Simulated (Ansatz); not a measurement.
Conformers of `OCCO`, each relaxed with PBE0-D4/def2-TZVP in Ansatz. CBS adds the triple-zeta coupled-cluster correction to the MP2 limit.

Not all of them had a frequency check.

Conformer A:

Z-matrix (Å, degrees):
```
C
C 1 1.511
O 1 1.405 2 111.3
H 1 1.094 2 110.1 3 119.3
H 1 1.103 2 109.4 3 -123.0
O 2 1.418 1 110.8 3 56.7
H 2 1.092 1 109.7 3 -59.7
H 2 1.098 1 110.6 3 -179.0
H 3 0.964 1 106.3 2 -41.9
H 6 0.961 2 108.4 1 72.1
```

Conformer B:

Cartesian coordinates in Å:
```
O 1.039 0.636 1.375
C 0.234 -0.280 0.666
C -0.234 0.280 -0.666
O -1.039 -0.636 -1.375
H 1.863 0.751 0.896
H 0.747 -1.236 0.499
H -0.630 -0.481 1.307
H -0.747 1.236 -0.499
H 0.630 0.481 -1.307
H -1.863 -0.751 -0.896
```

Q: Which is lowest in electronic energy at CCSD(T)/CBS (frozen core, def2 sets), and by how much? (Best estimate.)

A: Ansatz gave: A; B lies 9.4 kJ/mol higher.

Q: Give the energies relative to A (kJ/mol) with r2SCAN-D4/def2-TZVPP, PBE0-D4/def2-TZVPP, B2PLYP/def2-TZVPP, PBE0/def2-TZVPP, MP2/def2-QZVPP, SCS-MP2/def2-QZVPP, MP2/CBS(def2). (Estimate.)

A: Computed: 
| level | B |
| --- | --- |
| r2SCAN-D4/def2-TZVPP | 11.3 |
| PBE0-D4/def2-TZVPP | 10.5 |
| B2PLYP/def2-TZVPP | 9.4 |
| PBE0/def2-TZVPP | 10.0 |
| MP2/def2-QZVPP | 9.9 |
| SCS-MP2/def2-QZVPP | 8.8 |
| MP2/CBS(def2) | 9.8 |
